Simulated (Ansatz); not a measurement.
# Ni3Ge: a hydrostatic pressure series

An exercise on one series of results from a longer session: the logs are not shown, and one member is left open.

Program: Ansatz 0.2.0. Level of theory: DFT r2SCAN, scalar-relativistic, plane waves, PAW. These are calculated values, not measurements.

1 further run of the same task is left out (set aside as unsound or not needed).

## The system as given

Symmetry: Pm-3m, No. 221, cubic system. The conventional cell has a = 3.533 Å, b = 3.533 Å, c = 3.533 Å, α = 90.00°, β = 90.00°, γ = 90.00°. Ni (site symmetry 4/mmm) is surrounded by 8 Ni at 2.50 Å and 4 Ge at 2.50 Å. Ge (site symmetry m-3m) is surrounded by 12 Ni at 2.50 Å.

As a file:

```cif
data_structure
_symmetry_space_group_name_H-M 'P 1'
_symmetry_Int_Tables_number 1
_cell_length_a 3.5326
_cell_length_b 3.5326
_cell_length_c 3.5326
_cell_angle_alpha 90.000
_cell_angle_beta 90.000
_cell_angle_gamma 90.000
_cell_volume 44.08
loop_
_atom_site_label
_atom_site_type_symbol
_atom_site_fract_x
_atom_site_fract_y
_atom_site_fract_z
_atom_site_occupancy
Ni1 Ni 0.50000 0.00000 0.50000 1
Ni2 Ni 0.00000 0.50000 0.50000 1
Ni3 Ni 0.50000 0.50000 0.00000 1
Ge1 Ge 0.00000 0.00000 0.00000 1
```

It goes back to an entry of the Materials Project, which need not be the stable form.

It is the result of an earlier relaxation at this level (volume 11.02 Å³/atom; gap on the mesh: none (metal)).

Set-up of the first run:

The input, input.yaml:

```yaml
crystal:
  lattice:
    - [3.5661015946, 0.0, 0.0]
    - [0.0, 3.5661015946, 0.0]
    - [0.0, 0.0, 3.5661015946]
  atoms:
    - { symbol: Ni, position: [0.5, 0.0, 0.5] }
    - { symbol: Ni, position: [0.0, 0.5, 0.5] }
    - { symbol: Ni, position: [0.5, 0.5, 0.0] }
    - { symbol: Ge, position: [0.0, 0.0, 0.0] }
basis:
  ecutwfc: 500
kpoints:
  mp_grid: { grid: [12, 12, 12] }
hamiltonian:
  xc: r2scan
scf:
  occupations: { method: gaussian, width: 0.1 }
output:
  forces: true
  stress: true
  eigenvalues: true
relax:
  adjacent_minimum: "off"
  f_tol: 0.008
  max_steps: 50
  cell: { stress_tol: 0.08, p_target: -3.0 }
```

Launch:

```bash
> ansatz run input.yaml --threads 1 --pin off --max-ram 2560MiB --backend cpu --events-out ev --progress --plain --runs-dir out
```

Steps of the session up to this table: Relaxing at -3 GPa; 3 GPa; Target pressure 8 GPa; 15 GPa; Target pressure 30 GPa; Target pressure 60 GPa.

One of the session's tables, all rows but one given; the rest of the session is left out.

```
P (GPa)  V (Å³/atom)  a (Å)  b (Å)  c (Å)  ΔH (eV/atom)
     -3        11.18  3.550  3.550  3.550        -0.208
      0        11.02  3.533  3.533  3.533         0.000
      3            ?      ?      ?      ?             ?
      8        10.65  3.492  3.492  3.492         0.541
     15        10.38  3.462  3.462  3.462         1.000
     30         9.90  3.408  3.408  3.408         1.948
     60         9.20  3.326  3.326  3.326         3.732
```

Q: Estimate the row for P (GPa) = 3 from the others.

Worked estimate for «V (Å³/atom)». A straight line through the neighbours (0, 11.02) and (8, 10.65) gives 11.02 + (10.65 − 11.02) × (3 − 0) / (8 − 0) = 10.88; a parabola fitted to 4 rows on both sides gives 10.87.

The run gave: V (Å³/atom): 10.87; a (Å): 3.516; b (Å): 3.516; c (Å): 3.516; ΔH (eV/atom): 0.205. In «V (Å³/atom)» the line misses by +0.01 and the parabola by 0.00.

ΔH is E + PV over the energy at zero pressure; a, b and c are the vectors of the computed cell. 

Caveats from the session: The final runs have no spin polarisation, so no magnetic state was tried and one may lie lower.
